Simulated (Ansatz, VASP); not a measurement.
## One calculation of As, two programs

```
As
1.0
     1.88080    1.08588    3.51406
    -1.88080    1.08588    3.51406
     0.00000   -2.17176    3.51406
As
2
Direct
  0.77400 0.77400 0.77400
  0.22600 0.22600 0.22600
```

Alike in both runs: task single point; functional PBE; dispersion D3(BJ); k mesh 6 × 6 × 6; occupations gaussian, width 0.1 eV; no spin polarisation.

|  | VASP | Ansatz |
| --- | --- | --- |
| version | VASP 6.6.1 | Ansatz 0.2.0 |
| potentials or method | VASP PAW PBE potentials, release 64 (As) | scalar-relativistic, plane waves, PAW |
| plane-wave cutoff (eV) | 520 | 420 |
| valence electrons in the cell | 10 | 30 |

Ansatz gave:

| Property | Result |
| --- | --- |
| gap on the k mesh at the Fermi level (eV) | none |
| pressure (GPa) | 0.4 |
| largest component of the traceless stress (GPa) | 0.93 |
| rms of the force components (eV/Å) | 0.188 |

**Question.** Which values does VASP return?

**Answer.** gap on the k mesh at the Fermi level (eV): none; pressure (GPa): 0.7; largest component of the traceless stress (GPa): 1.02; rms of the force components (eV/Å): 0.222.

Atom by atom the forces differ by 0.034 eV/Å (rms over components). A gap of «none» marks a metal or a gap that the smearing closes. The two sets of potentials don't hold the same shells in valence.

Caveats: pairwise dispersion overbinds metals, which lowers pressure and volume.
